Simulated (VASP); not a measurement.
# Silicene and its bilayer, part 8 of 8

What are the lattice, gap and band positions of silicene, and what does a second sheet change?

VASP 6.6.1; r2SCAN with rVV10; plane waves and PAW (Si).

So far. Step 11 (A rigid stacking): Energy at zero smearing: -31.86507 eV. Step 12 (Relaxing the bilayer): The run ended after 13 ionic steps, 0.266 eV below its first step, once the forces on the free atoms met EDIFFG = -0.004.

## (13) Levels and bands of the bilayer

The same static run as for one sheet shows what the neighbour does to the levels.

File INCAR:

```
SYSTEM = Si
PREC = Normal
ENCUT = 350
EDIFF = 1E-06
NELM = 120
ISMEAR = 0
SIGMA = 0.03
LREAL = .FALSE.
ALGO = Normal
METAGGA = R2SCAN
LUSE_VDW = .TRUE.
IVDW_NL = 2
BPARAM = 11.95
CPARAM = 0.0093
LASPH = .TRUE.
NBANDS = 14
LORBIT = 11
LWAVE = .FALSE.
LCHARG = .FALSE.
KPAR = 4
IDIPOL = 3
LDIPOL = .TRUE.
DIPOL = 0.5 0.5 0.5
LVHAR = .TRUE.
LVACPOTAV = .TRUE.
NEDOS = 1500
```

File POSCAR:

```
Si
1.0
    3.8540428162      0.0000000000      0.0000000000
   -1.9270214081      3.3376989861      0.0000000000
    0.0000000000      0.0000000000     20.8482477816
Si
4
Direct
    0.3333333300      0.6666666700      0.4089052741
    0.6666666700      0.3333333300      0.4393909374
    0.6666666700      0.3333333300      0.5606090626
    0.0000000000      0.0000000000      0.5910947259
```

File KPOINTS:

```
Automatic mesh
0
Gamma
9 9 1
0 0 0
```

File KPOINTS_OPT:

```
Line mode
14
Line-mode
Reciprocal
  0.00000000   0.00000000   0.00000000 GAMMA
  0.50000000   0.00000000   0.00000000 M

  0.50000000   0.00000000   0.00000000 M
  0.33333333   0.33333333   0.00000000 K

  0.33333333   0.33333333   0.00000000 K
  0.00000000   0.00000000   0.00000000 GAMMA
```

The projector-augmented-wave data sets are Si (PBE family, release 64).

On the command line:

```bash
> mpirun -np 4 vasp_std
```

Log:

```text
[... set-up lines as in an earlier step ...]
 entering main loop
       N       E                     dE             d eps       ncg     rms          rms(c)
Total rVV10 correction in eV:      0.4644770    21.4727843
Total rVV10 correction in eV:      0.4644770    21.4727843
Total rVV10 correction in eV:      0.4644770    21.4727843
Total rVV10 correction in eV:      0.4644770    21.4727843
DAV:   1     0.460870848229E+02    0.46087E+02   -0.40502E+03   336   0.590E+02
DAV:   2    -0.295007825395E+02   -0.75588E+02   -0.69724E+02   464   0.123E+02
DAV:   3    -0.347973945720E+02   -0.52966E+01   -0.52063E+01   462   0.349E+01
DAV:   4    -0.349385973322E+02   -0.14120E+00   -0.14104E+00   442   0.773E+00
DAV:   5    -0.349454036302E+02   -0.68063E-02   -0.68052E-02   552   0.158E+00    0.803E+00
Total rVV10 correction in eV:      0.4678982    21.4754694
Total rVV10 correction in eV:      0.4678982    21.4754694
Total rVV10 correction in eV:      0.4678982    21.4754694
Total rVV10 correction in eV:      0.4678982    21.4754694
DAV:   6    -0.323635568135E+02    0.25818E+01   -0.28314E-01   420   0.334E+00    0.534E+00
Total rVV10 correction in eV:      0.4848525    21.4787213
Total rVV10 correction in eV:      0.4848525    21.4787213
Total rVV10 correction in eV:      0.4848525    21.4787213
Total rVV10 correction in eV:      0.4848525    21.4787213
DAV:   7    -0.323050867646E+02    0.58470E-01   -0.51786E-01   438   0.365E+00    0.570E-01
Total rVV10 correction in eV:      0.4853467    21.4775321
Total rVV10 correction in eV:      0.4853467    21.4775321
Total rVV10 correction in eV:      0.4853467    21.4775321
Total rVV10 correction in eV:      0.4853467    21.4775321
DAV:   8    -0.323027948783E+02    0.22919E-02   -0.51307E-02   440   0.132E+00    0.432E-01
Total rVV10 correction in eV:      0.4878124    21.4769467
Total rVV10 correction in eV:      0.4878124    21.4769467
Total rVV10 correction in eV:      0.4878124    21.4769467
Total rVV10 correction in eV:      0.4878124    21.4769467
DAV:   9    -0.323044403613E+02   -0.16455E-02   -0.43779E-03   468   0.388E-01    0.174E-01
Total rVV10 correction in eV:      0.4888653    21.4761759
Total rVV10 correction in eV:      0.4888653    21.4761759
Total rVV10 correction in eV:      0.4888653    21.4761759
Total rVV10 correction in eV:      0.4888653    21.4761759
DAV:  10    -0.323057782887E+02   -0.13379E-02   -0.10394E-03   396   0.224E-01    0.588E-02
Total rVV10 correction in eV:      0.4903773    21.4751700
Total rVV10 correction in eV:      0.4903773    21.4751700
Total rVV10 correction in eV:      0.4903773    21.4751700
Total rVV10 correction in eV:      0.4903773    21.4751700
DAV:  11    -0.323073573606E+02   -0.15791E-02   -0.71189E-04   420   0.162E-01    0.382E-02
Total rVV10 correction in eV:      0.4909129    21.4746682
Total rVV10 correction in eV:      0.4909129    21.4746682
Total rVV10 correction in eV:      0.4909129    21.4746682
Total rVV10 correction in eV:      0.4909129    21.4746682
DAV:  12    -0.323077953516E+02   -0.43799E-03   -0.16359E-04   414   0.642E-02    0.172E-02
Total rVV10 correction in eV:      0.4925788    21.4733652
Total rVV10 correction in eV:      0.4925788    21.4733652
Total rVV10 correction in eV:      0.4925788    21.4733652
Total rVV10 correction in eV:      0.4925788    21.4733652
DAV:  13    -0.323090007032E+02   -0.12054E-02   -0.93643E-04   390   0.148E-01    0.234E-02
Total rVV10 correction in eV:      0.4927629    21.4730375
Total rVV10 correction in eV:      0.4927629    21.4730375
Total rVV10 correction in eV:      0.4927629    21.4730375
Total rVV10 correction in eV:      0.4927629    21.4730375
DAV:  14    -0.323092702663E+02   -0.26956E-03   -0.96953E-05   402   0.521E-02    0.103E-02
Total rVV10 correction in eV:      0.4929997    21.4728110
Total rVV10 correction in eV:      0.4929997    21.4728110
Total rVV10 correction in eV:      0.4929997    21.4728110
Total rVV10 correction in eV:      0.4929997    21.4728110
DAV:  15    -0.323094345035E+02   -0.16424E-03   -0.67966E-05   348   0.398E-02    0.720E-03
Total rVV10 correction in eV:      0.4931111    21.4727816
Total rVV10 correction in eV:      0.4931111    21.4727816
Total rVV10 correction in eV:      0.4931111    21.4727816
Total rVV10 correction in eV:      0.4931111    21.4727816
DAV:  16    -0.323094952620E+02   -0.60759E-04   -0.63928E-05   372   0.354E-02    0.233E-03
Total rVV10 correction in eV:      0.4931360    21.4727844
Total rVV10 correction in eV:      0.4931360    21.4727844
Total rVV10 correction in eV:      0.4931360    21.4727844
Total rVV10 correction in eV:      0.4931360    21.4727844
DAV:  17    -0.323095308022E+02   -0.35540E-04   -0.33729E-05   438   0.188E-02    0.151E-03
Total rVV10 correction in eV:      0.4931469    21.4728109
Total rVV10 correction in eV:      0.4931469    21.4728109
Total rVV10 correction in eV:      0.4931469    21.4728109
Total rVV10 correction in eV:      0.4931469    21.4728109
DAV:  18    -0.323095640840E+02   -0.33282E-04   -0.31740E-06   438   0.100E-02    0.127E-03
Total rVV10 correction in eV:      0.4931471    21.4728010
Total rVV10 correction in eV:      0.4931471    21.4728010
Total rVV10 correction in eV:      0.4931471    21.4728010
Total rVV10 correction in eV:      0.4931471    21.4728010
DAV:  19    -0.323095825245E+02   -0.18440E-04   -0.11010E-06   406   0.557E-03    0.407E-04
Total rVV10 correction in eV:      0.4931488    21.4727967
Total rVV10 correction in eV:      0.4931488    21.4727967
Total rVV10 correction in eV:      0.4931488    21.4727967
Total rVV10 correction in eV:      0.4931488    21.4727967
DAV:  20    -0.323095938060E+02   -0.11282E-04   -0.50082E-07   392   0.401E-03    0.460E-04
Total rVV10 correction in eV:      0.4931492    21.4727919
Total rVV10 correction in eV:      0.4931492    21.4727919
Total rVV10 correction in eV:      0.4931492    21.4727919
Total rVV10 correction in eV:      0.4931492    21.4727919
DAV:  21    -0.323095953706E+02   -0.15646E-05   -0.13082E-07   318   0.239E-03    0.143E-04
Total rVV10 correction in eV:      0.4931486    21.4727912
Total rVV10 correction in eV:      0.4931486    21.4727912
Total rVV10 correction in eV:      0.4931486    21.4727912
Total rVV10 correction in eV:      0.4931486    21.4727912
DAV:  22    -0.323095955522E+02   -0.18156E-06   -0.39876E-08   336   0.138E-03
 [... a notice as in an earlier step ...]

Total rVV10 correction in eV:      0.4931489    21.4727910
Total rVV10 correction in eV:      0.4931489    21.4727910
Total rVV10 correction in eV:      0.4931489    21.4727910
Total rVV10 correction in eV:      0.4931489    21.4727910
Total rVV10 correction in eV:      0.4931489    21.4727910
Total rVV10 correction in eV:      0.4931489    21.4727910
Total rVV10 correction in eV:      0.4931489    21.4727910
Total rVV10 correction in eV:      0.4931489    21.4727910
   1 F= -.32309596E+02 E0= -.32308883E+02  d E =-.142433E-02
 Start KPOINTS_OPT (optional k-point list driver)
k-point batch [1-12\42]
       N       E                     dE             ncg
DAV:   1    -0.365966840708E+03   -0.20464E+04      336
DAV:   2    -0.117119625948E+04   -0.80523E+03      560
DAV:   3    -0.123204988923E+04   -0.60854E+02      444
DAV:   4    -0.123374028986E+04   -0.16904E+01      472
DAV:   5    -0.123380584969E+04   -0.65560E-01      530
DAV:   6    -0.123380723751E+04   -0.13878E-02      554
DAV:   7    -0.123380728597E+04   -0.48465E-04      558
DAV:   8    -0.123380728965E+04   -0.36800E-05      428
DAV:   9    -0.123380729008E+04   -0.42842E-06      352
[...]
k-point batch [37-42\42]
       N       E                     dE             ncg
DAV:   1     0.171522838640E+04   -0.45068E+03      168
DAV:   2     0.131809933648E+04   -0.39713E+03      260
DAV:   3     0.128506096263E+04   -0.33038E+02      228
DAV:   4     0.128402638322E+04   -0.10346E+01      234
DAV:   5     0.128399811297E+04   -0.28270E-01      268
DAV:   6     0.128399653967E+04   -0.15733E-02      288
DAV:   7     0.128399652567E+04   -0.14001E-04      270
DAV:   8     0.128399652467E+04   -0.99727E-06      216
```

Wall time 56 s (4 MPI ranks of AMD EPYC 9R45, shared host); peak memory 1.1 GiB; 3.7 min of CPU time.

OUTCAR, selected parts (step 13):

```text
   NELECT =      16.0000    total number of electrons

 E-fermi :  -1.8285

 k-point     1 :       0.0000    0.0000    0.0000
  band No.  band energies     occupation
    ...
      4      -3.2369      2.00000
      5      -2.9321      2.00000
      6      -2.9321      2.00000
      7      -2.3902      2.00000
      8      -2.3902      2.00000
      9      -0.2951      0.00000
     10       0.9039      0.00000
     11       1.2214      0.00000
     12       1.6363      0.00000
     13       1.6363      0.00000
    ...

  Total       -0.9095488     -0.9095488     -0.0334518      0.0000000      0.0000000     -0.0000000
  in kB       -5.4337959     -5.4337959     -0.1998468      0.0000000      0.0000000     -0.0000000
  external PRESSURE =      -3.6891462 kB  Pullay stress =       0.0000000 kB

 POSITION                                       TOTAL-FORCE (eV/Angst)
 -----------------------------------------------------------------------------------
     -0.00000      2.22513      8.52496        -0.000000     -0.000000     -0.001129
      1.92702      1.11257      9.16053        -0.000000      0.000000      0.000752
      1.92702      1.11257     11.68772         0.000000      0.000000     -0.000752
      0.00000      0.00000     12.32329        -0.000000      0.000000      0.001129
 -----------------------------------------------------------------------------------
    total drift:                               -0.000001      0.000001      0.000001

  FREE ENERGIE OF THE ION-ELECTRON SYSTEM (eV)
  ---------------------------------------------------
  free  energy   TOTEN  =       -32.3095955522 eV

  energy  without entropy=      -32.3081712240  energy(sigma->0) =      -32.30888339

 vacuum level on the upper side and lower side of the slab         3.222         3.222

[... 10 parts as in an earlier step ...]

[... 8 further parts left out ...]
```

Numbers from this step:

| Quantity | Value |
| --- | --- |
| electronic cycles | 22 |
| dipole moment | 0, 0, 0 e·Å |
| vacuum levels | 3.222, 3.222 eV |
| work functions of the upper and lower face | 5.050, 5.050 eV |

Electronic bands along the path, in eV, zero at the Fermi level; # counts the bands kept:

```
          point     #5     #6     #7     #8     #9   #10   #11   #12
              Γ  -1.10  -1.10  -0.56  -0.56   1.53  2.73  3.05  3.46
0.46 of the way  -3.29  -2.01  -1.28  -0.81   1.15  2.41  2.85  4.90
              M  -2.74  -2.71  -1.94  -0.94   0.80  1.54  2.25  2.79
0.46 of the way  -3.70  -3.12  -2.50  -0.60   0.74  2.97  2.97  3.82
              K  -4.31  -4.31  -2.23  -0.01  -0.01  3.41  4.43  4.43
0.54 of the way  -3.48  -2.46  -2.08  -0.62   1.21  3.51  3.86  4.15
              Γ  -1.10  -1.10  -0.56  -0.56   1.53  2.73  3.05  3.46
```

Zero at the Fermi level. Table of planar average of the electrostatic potential by height:

| height (Å) | planar average of the electrostatic potential (eV) |
| --- | --- |
| 0 | 5.05 |
| 1 | 5.05 |
| 2 | 5.05 |
| 3 | 5.05 |
| 4 | 5.05 |
| 5 | 5.05 |
| 6 | 5.00 |
| 7 | 4.36 |
| 8 | -3.52 |
| 9 | -15.0 |
| 10 | 1.01 |
| 11 | -0.798 |
| 12 | -15.6 |
| 13 | -0.774 |
| 14 | 4.59 |
| 15 | 5.02 |
| 16 | 5.05 |
| 17 | 5.05 |
| 18 | 5.05 |
| 19 | 5.05 |
| 20 | 5.05 |

Density of states in the PAW spheres, an atom over height of the layer and energy from the Fermi level.

Ten even steps from '_' (0.011 states/eV) to '@' (0.377 states/eV), each cell a mean:
```
**....**
..____..
%%::::%%
++::::++
--::::--
--------
++****++
==****==
##@@@@##
++####++
++####++
........
::::::::
........
--------
........
--------
........
==++++==
========
==::::==
..____..
```
Columns: height of the layer (Å) from 8.5 to 12.3 (not evenly spaced); rows upwards: energy from the Fermi level (eV) from -7.9 to 0.5.

The map of layer states is cut here 0.5 eV above the Fermi level, so it leaves out the states above that.

The vacuum level lies 5.05 eV above the Fermi level at the upper face; both faces agree, as the slab has next to no dipole.

The program found no field-free point at its default tolerance, but its printed level agrees with the flat part of the planar average.

On this mesh the fine structure of the density of states is sampling noise, and high empty states may be cut by the number of bands.

## (14) Derived quantities

This step: monolayer and bilayer, r2SCAN + rVV10; plane waves and PAW (VASP 6.6.1).

No new run; the numbers come from the runs before.

Numbers from this step:

| Property | Result |
| --- | --- |
| polarisability per area of the slab or monolayer | 0.2602 Å |
| binding energy | -54.02 meV/Å² |
| interlayer gap | 2.527 Å |
| bilayer gap | 0 eV |
| bilayer level below vacuum | 5.050 eV |
| lattice a | 3.854 Å |
| lattice b | 3.854 Å |
| thickness | 0.3741 Å |
| monolayer gap | 0 eV |

VASP counts both for electrons: a positive EFIELD is a field along -c, and a positive dipole, in electrons times A, points along -c. Field, by row:

```csv
EFIELD (eV/Å),dipole along z of the monolayer (e Å),energy change of the monolayer (eV)
-0.1,-0.02324,-0.001167
0,0,0
0.1,0.02324,-0.001167
```

Rigid sheets, 3.1 Å apart. Stackings, by row:

```
                              stacking  energy above the lowest (meV/Å²)
     same orientation, shift 0.33 0.67                                 0
turned by 180 degrees, shift 0.33 0.67                             13.81
turned by 180 degrees, shift 0.00 0.00                             17.31
     same orientation, shift 0.67 0.33                             19.77
     same orientation, shift 0.00 0.00                             25.58
```

The polarisability is the slope of the dipole against the field, as a volume for each unit of area.

## (15) Summary of results

```json
{"lattice a": "3.85 Å", "monolayer gap": "0 eV", "binding energy": "-54.0 meV/Å²", "interlayer gap": "2.53 Å", "bilayer gap": "0 eV", "polarisability per area of the slab or monolayer": "0.260 Å"}
```

The monolayer relaxes to a = 3.854 Å and has no gap. The work function is 4.70 eV at both faces. Of 5 rigid stackings the lowest has the upper sheet in the same orientation and shifted by (0.33, 0.67) in cell vectors, and the highest lies 25.6 meV/Å² above it. Relaxed, the sheets lie 2.53 Å apart and bind by 54.0 meV/Å². The next stacking lies close, and only the lowest was relaxed, so the order could change. So short a gap and so strong a binding mean chemical bonds between the sheets, not a van der Waals contact. All runs are without spin polarisation. The bilayer keeps the monolayer's lattice, and only high-symmetry stackings were tried. The smallest cell can't hold a superstructure such as a charge-density wave.

[Lines on the potential files, build, host, timing and source positions are cut from VASP's logs without a mark.]

[Logs are printed without paths, hosts, clocks, repeated set-up lines and the standing remarks that a program may print on its own settings, such as how far it seeks lower states.]

[Hosts, paths, dates, database ids (printed as entryN), source tags and the programs' standing remarks are cut or masked in the printed files.]

[Runs that stopped without an error message from VASP are left out.]
